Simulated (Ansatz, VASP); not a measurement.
# One calculation of Si, two programs

Contents of INCAR:

```
SYSTEM = Si
PREC     = Accurate       ! precision mode
ENCUT    = 520            ! plane-wave cutoff, eV
EDIFF    = 1E-6           ! SCF threshold, eV
ISMEAR   = 0              ! smearing method
SIGMA    = 0.1            ! smearing width, eV
LREAL    = .FALSE.        ! projectors in reciprocal space
LASPH    = .TRUE.         ! aspherical terms in the spheres
NELM     = 60             ! most SCF steps
ALGO     = Normal         ! electronic algorithm
ISIF     = 2              ! what is computed and relaxed
LWAVE    = .FALSE.        ! write WAVECAR
LCHARG   = .TRUE.         ! write CHGCAR
LDIPOL   = .TRUE.       
IDIPOL   = 3            
DIPOL    = 0.5 0.5 0.500
GGA      = PE             ! functional
IVDW     = 12             ! dispersion correction
LELF     = .TRUE.         ! ELF
LVHAR    = .TRUE.       
LVACPOTAV= .TRUE.       
NBANDS   = 11             ! bands
```

The input KPOINTS:

```
Automatic mesh
0
G
  6 6 1
  0 0 0
```

POSCAR

```
Si
1.0
    3.7674649302      0.0000000000      0.0000000000
   -1.8837324651      3.2627203374      0.0000000000
    0.0000000000      0.0000000000     28.0000000000
Si
2
Direct
    0.3333333333      0.6666666667      0.5079285714
    0.6666666667      0.3333333333      0.4920714286
```

Input for Ansatz:

```yaml
crystal:
  lattice:
    - [3.7674649302, 0.0, 0.0]
    - [-1.8837324651, 3.2627203374, 0.0]
    - [0.0, 0.0, 28.0]
  atoms:
    - { symbol: Si, position: [0.3333333333, 0.6666666667, 0.5079285714] }
    - { symbol: Si, position: [0.6666666667, 0.3333333333, 0.4920714286] }
  periodic: [true, true, false]
basis:
  ecutwfc: 420
kpoints:
  mp_grid: { grid: [6, 6, 1] }
hamiltonian:
  xc: pbe
  dispersion: d3bj
scf:
  occupations: { method: gaussian, width: 0.1 }
output:
  forces: true
  stress: true
  eigenvalues: true
```

The cell was built by a generator and needn't be a form met in nature.

Alike in both runs: task single point; functional PBE; dispersion D3(BJ); k mesh 6 × 6 × 1; occupations gaussian, width 0.1 eV; no spin polarisation.

|  | VASP | Ansatz |
| --- | --- | --- |
| version | VASP 6.6.1 | Ansatz 0.2.0 |
| potentials or method | VASP PAW PBE potentials, release 64 (Si) | scalar-relativistic, plane waves, PAW |
| plane-wave cutoff (eV) | 520 | 420 |
| valence electrons in the cell | 8 | 8 |

Ansatz gave:

| Property | Result |
| --- | --- |
| gap on the k mesh at the Fermi level (eV) | none |
| rms of the force components (eV/Å) | 0.140 |
| work function, face that differs most (eV) | 4.54 |

Task: What did VASP give for the same quantities?

Result: gap on the k mesh at the Fermi level (eV): none; rms of the force components (eV/Å): 0.135; work function, face that differs most (eV): 4.55.

Atom by atom the forces differ by 0.004 eV/Å (rms over components). A gap of «none» marks a metal or a gap that the smearing closes.
